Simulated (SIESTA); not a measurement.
Crystal: PbO2.

```
Pb O
1.0
     4.99496    0.00000    0.00000
     0.00000    4.99496    0.00000
     0.00000    0.00000    3.40900
Pb O
2 4
Direct
  0.50000 0.50000 0.50000
  0.00000 0.00000 0.00000
  0.69257 0.69257 0.00000
  0.80743 0.19257 0.50000
  0.19257 0.80743 0.50000
  0.30743 0.30743 0.00000
```

The cell is a database's computed one.

Base run:

- Program: SIESTA 5.4.2
- Functional: PBE
- Potentials or basis: PseudoDojo 0.4 standard (PBE files)
- Basis: DZP (energy shift 0.003 Ry; two zetas on semicore shells)
- Grid cutoff: 800 Ry
- Energy shift: 0.003 Ry
- k mesh: 6 × 6 × 8
- Occupations: fermi-dirac, width 0.05 eV
- Spin: no spin polarisation

Its results: band gap on the k mesh none (metal or under the smearing width); pressure 11.5 GPa; largest force 0.042 eV/Å.

**Question.** The run is repeated on the same cell with these changes: functional from PBE to PBEsol; potentials or basis from PseudoDojo 0.4 standard (PBE files) to PseudoDojo 0.4 standard (PBEsol files). What comes out?

**Answer.** Band gap on the k mesh none (metal or under the smearing width); pressure 6.3 GPa; largest force 0.010 eV/Å.

Caveats: the basis of atomic orbitals isn't converged, which shifts pressures, moduli and gaps.

Not every run made on this cell is shown here.
